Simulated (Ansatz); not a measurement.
Crystal: MnS.

```
CELL_PARAMETERS angstrom
0.00000 2.47346 2.47346
2.47346 0.00000 2.47346
2.47346 2.47346 0.00000
ATOMIC_POSITIONS crystal
Mn 0.00000 0.00000 0.00000
S 0.75000 0.75000 0.75000
```

The cell is a database's computed one.

- Program: Ansatz 0.2.0
- Task: relaxation of cell and atoms
- Functional: PBEsol
- Potentials or basis: Ansatz PAW
- Cutoff: 420 eV (not typed: the program's choice for these potentials)
- k mesh: 9 × 9 × 9
- Occupations: fermi-dirac, width 0.05 eV
- Spin: collinear spin, ferromagnetic start
- Starting moments: [4.0, 0.0] μB
- Hubbard terms: Mn d U = 2 eV

At the start: volume 15.13 Å³/atom.

Q: Where does the relaxation end?

A: It ends after 11 steps and the volume is 22.19 Å³/atom (+46.6 %); space group F-43m (No. 216, to 0.05 Å); moment 5.00 μB per cell.

Step by step:
| step | energy change (eV) | largest force (eV/Å) | volume (Å³) |
| --- | --- | --- | --- |
| 1 | 0.0000 | 0.0000 | 30.27 |
| 2 | -0.7604 | 0.0000 | 34.96 |
| 3 | -1.1934 | 0.0000 | 40.06 |
| 4 | -1.2693 | 0.0000 | 44.15 |
| 5 | -1.2718 | 0.0000 | 43.54 |
| 6 | -1.2718 | 0.0000 | 43.51 |
| 7 | -1.3036 | 0.0000 | 43.51 |
| 8 | -1.3070 | 0.0000 | 44.22 |
| 9 | -1.3071 | 0.0000 | 44.38 |
| 10 | -1.3073 | 0.0000 | 44.38 |
| 11 | -1.3073 | 0.0000 | 44.38 |

Final structure:
```
CELL_PARAMETERS angstrom
0.00000 2.80998 2.80998
2.80998 0.00000 2.80998
2.80998 2.80998 0.00000
ATOMIC_POSITIONS crystal
Mn 0.00000 0.00000 0.00000
S 0.75000 0.75000 0.75000
```

Caveat: the magnetic or orbital state may not be the lowest; the electronic state changed during the relaxation; the volume moved by over 15 % at a fixed basis, so the end points are rough; the plane-wave basis is chosen anew once the cell has moved, so the energies of steps on either side of that aren't comparable; a cell with one magnetic atom can't hold antiferromagnetic order, which such compounds often take; the PAW data sets come from PBE, with cores solved anew for the run's functional, which leaves a small shift of forces and pressure.
